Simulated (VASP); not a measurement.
Here is a VASP 6.6.1 calculation.

INCAR

```
SYSTEM = VSi23
PREC = Accurate
ENCUT = 350
EDIFF = 1E-5
ISMEAR = 0
SIGMA = 0.03
LREAL = Auto
LASPH = .True.
NELM = 120
ALGO = Normal
ISIF = 2
LWAVE = .False.
LCHARG = .False.
ISPIN = 2
MAGMOM = 0 0 0 0 0 0 0 0 0 0 0 0 0 0 0 0 0 0 0 0 0 0 0 0
LORBIT = 11
NUPDOWN = 0
LMAXMIX = 4
LDAU = .True.
LDAUTYPE = 2
LDAUL = 2 -1
LDAUU = 3 0
LDAUJ = 0 0
LDAUPRINT = 1
GGA = PS
IBRION = 2
NSW = 60
EDIFFG = -0.03
NELECT = 106.0
ISYM = 0
KPAR = 4
```

The input KPOINTS:

```
Automatic mesh
0
Gamma
  2 3 3
  0 0 0
```

File POSCAR:

```
VSi23
1.0
    0.0000000000      8.1555000000      8.1555000000
    5.4370000000      0.0000000000      5.4370000000
    5.4370000000      5.4370000000      0.0000000000
V Si
1 23
Direct
    0.0056360000      0.0011970000     -0.0074500000
   -0.0033240000     -0.0042320000      0.5104540000
    0.0001690000      0.5005400000     -0.0029370000
    0.0061360000      0.5054710000      0.4945780000
    0.3323550000     -0.0088100000      0.0119860000
    0.3358360000     -0.0001650000      0.5014190000
    0.3309740000      0.4973500000     -0.0025710000
    0.3345330000      0.5066860000      0.4924640000
    0.6691660000      0.0024840000     -0.0018300000
    0.6669420000      0.0025390000      0.4976540000
    0.6681930000      0.4928440000      0.0051400000
    0.6659770000      0.5052140000      0.4983100000
    0.0828630000      0.1257770000      0.1299530000
    0.0841510000      0.1207210000      0.6222180000
    0.0880120000      0.6228100000      0.1230470000
    0.0811030000      0.6217480000      0.6210460000
    0.4106420000      0.1263440000      0.1268840000
    0.4174240000      0.1349950000      0.6136770000
    0.4195500000      0.6225940000      0.1288010000
    0.4164030000      0.6311550000      0.6252850000
    0.7507330000      0.1199660000      0.1324060000
    0.7481790000      0.1276730000      0.6291610000
    0.7483340000      0.6303460000      0.1234310000
    0.7527310000      0.6264710000      0.6247050000
```

Potentials or basis: VASP PAW PBE potentials, release 64 (V_sv, Si).

Command:

```console
$ cat potpaw_PBE.64/V_sv/POTCAR potpaw_PBE.64/Si/POTCAR > POTCAR
$ mpirun -np 4 vasp_std > vasp.out
```

Task: Estimate the energy gained by relaxing.

Result: 18.5 meV/atom.

Forces on the atoms (eV/Å):
```
V    0.005 -0.008 -0.018
Si  -0.006 -0.013  0.019
Si   0.004  0.008 -0.009
Si   0.009  0.014 -0.001
Si  -0.002 -0.008  0.006
Si  -0.011  0.008  0.004
Si   0.005  0.014  0.002
Si  -0.004  0.002 -0.009
Si   0.008 -0.015 -0.018
Si  -0.005  0.013  0.004
Si   0.002 -0.005  0.024
Si  -0.010  0.001 -0.001
Si  -0.019 -0.010  0.000
Si  -0.005  0.005  0.007
Si  -0.003  0.003 -0.012
Si   0.007 -0.007 -0.004
Si   0.003 -0.006 -0.007
Si   0.003  0.016 -0.007
Si   0.007 -0.005  0.013
Si  -0.009 -0.004  0.006
Si   0.021 -0.018 -0.011
Si  -0.001  0.007 -0.002
Si   0.010  0.008  0.013
Si  -0.010  0.001  0.003
```

Caveat: the PAW data sets were made with another functional, which shifts forces and pressure a little; the total moment is fixed, so each spin has its own Fermi level; the U is typed as a test and isn't derived for this compound. The state reached can hang on the start; a lower one may exist.
